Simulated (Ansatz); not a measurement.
Rough cost of magnetic runs on Cr (P63/mmc) in Ansatz 0.2.0, 2 threads of Arm Neoverse V2, on a shared host.

```
Cr
1.0
     2.71400    0.00000    0.00000
    -1.35700    2.35039    0.00000
     0.00000    0.00000    4.41000
Cr
2
Direct
  0.33333 0.66667 0.25000
  0.66667 0.33333 0.75000
```

| run | functional, mesh | k points solved | bands | iterations | wall time (s) | peak memory (GiB) |
| --- | --- | --- | --- | --- | --- | --- |
| PAW: spiral at 0.167 of the way from Γ to A | PBE, 10×10×12 | 84 | 36 | 15 | 19 | 0.42 |
| AE-PAW: exchange couplings and spin waves by the force theorem | PBE, 10×10×12 | 98 | 21 | 17 | 120 | 0.68 |
| PAW: spiral at 0.667 of the way from Γ to A | PBE, 10×10×12 | 98 | 36 | 16 | 25 | 0.45 |
| PAW: spiral at 0 of the way from Γ to A, mesh halved and not shifted | PBE, 5×5×6 | 20 | 36 | 23 | 8.2 | 0.33 |
| PAW: spiral at q = 0 | PBE, 10×10×12 | 98 | 36 | 15 | 22 | 0.44 |
| PAW: spiral at 1 of the way from Γ to A | PBE, 10×10×12 | 98 | 36 | 23 | 38 | 0.45 |
| PAW: spiral at 0.833 of the way from Γ to A | PBE, 10×10×12 | 84 | 36 | 17 | 23 | 0.42 |
| PAW: spiral at 0.5 of the way from Γ to A, mesh halved and not shifted | PBE, 5×5×6 | 20 | 36 | 24 | 8.7 | 0.33 |
| PAW: exchange couplings and spin waves by the force theorem | PBE, 10×10×12 | 98 | 19 | 16 | 280 | 0.81 |
